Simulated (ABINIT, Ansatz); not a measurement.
An input for ABINIT 10.8.3 (SiC (P6_3mc)):

```
acell 3*1.0 Angstrom
rprim 
  3.075694149693 -0.000000000023 0.000000000000
  -1.537847074826 2.663629267917 0.000000000000
  0.000000000000 0.000000000000 10.070646480000
ntypat 2
znucl 14 6
natom 8
typat 1 1 1 1 2 2 2 2
xred 
  0.666666666667 0.333333333333 0.937841980000
  0.333333333333 0.666666666667 0.437841980000
  -0.000000000000 -0.000000000000 0.687894380000
  -0.000000000000 -0.000000000000 0.187894380000
  0.666666666667 0.333333333333 0.749802590000
  0.333333333333 0.666666666667 0.249802590000
  -0.000000000000 -0.000000000000 0.500460050000
  -0.000000000000 -0.000000000000 0.000460050000
pp_dirpath "pseudos"
pseudos "Si.upf, C.upf"
ecut 37
ngkpt 6 6 2
nshiftk 1
shiftk 0 0 0
kptopt 1
chksymbreak 0
istwfk *1
occopt 1
irdwfk 1
optdriver 4
nband 232
gwcalctyp 0
ecutsigx 37
symsigma 1
nkptgw 2
kptgw 
  0.0000000000 0.0000000000 0.0000000000
  0.5000000000 0.0000000000 0.0000000000
bdgw 
  15 18
  15 18
ecuteps 6.5
irdscr 1
ppmodel 4
indata_prefix "in"
outdata_prefix "out"
tmpdata_prefix "tmp"
```

```sh
OMP_NUM_THREADS=1 mpirun -n 16 abinit run.abi > log
```

How long will it take on 16 MPI ranks of Arm Neoverse N1, shared host, and how much memory?

It took 36 s; on shared hardware allow 18 s to 72 s. Peak host memory was 5.5 GiB.

[Paths, hosts, dates, memory and timing lines, banners, echoed tables and standing remarks are left out of the program output.]

[Logs are printed without paths, hosts, clocks, repeated set-up lines and the standing remarks that a program may print on its own settings, such as how far it seeks lower states.]

[Runs of the session that timed out or met a known fault of the program may be left out.]

[Hosts, paths, dates, database ids (printed as entryN), source tags and the programs' standing remarks are cut or masked in the printed files.]

[G0W0 gaps are taken among the corrected bands and points alone; a level outside them can change the order at an edge.]

[Where Ansatz stands beside ABINIT at settings called matched, ABINIT's density can come from a denser mesh and the files from another edition; pairs whose starting gaps differed by over 0.03 eV were left out, so agreement reads better than it is.]
